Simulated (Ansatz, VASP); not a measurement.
# Pb in VASP and in Ansatz

```
Pb
1.0
     0.00000    2.45841    2.45841
     2.45841    0.00000    2.45841
     2.45841    2.45841    0.00000
Pb
1
Cartesian
  0.0000 0.0000 0.0000
```

Change from the starting cell: volume scaled by 0.98.

Alike in both runs: task single point; functional PBE; k mesh 9 × 9 × 9; occupations fermi-dirac, width 0.05 eV; no spin polarisation.

```csv
,VASP,Ansatz
version,VASP 6.6.1,Ansatz 0.2.0
potentials or method,"VASP PAW PBE potentials, release 64 (Pb_d)",Ansatz PAW
plane-wave cutoff (eV),520,420
valence electrons in the cell,14,14
```

```csv
,VASP,Ansatz,Ansatz less VASP
gap on the k mesh at the Fermi level (eV),none,none,-
pressure (GPa),3.3,3.4,+0.07
```

A gap of «none» marks a metal or a gap that the smearing closes. The functional is the same, so the differences come from potentials, cutoffs and numerics.

Spin-orbit coupling is left out, which matters for the levels of Pb.
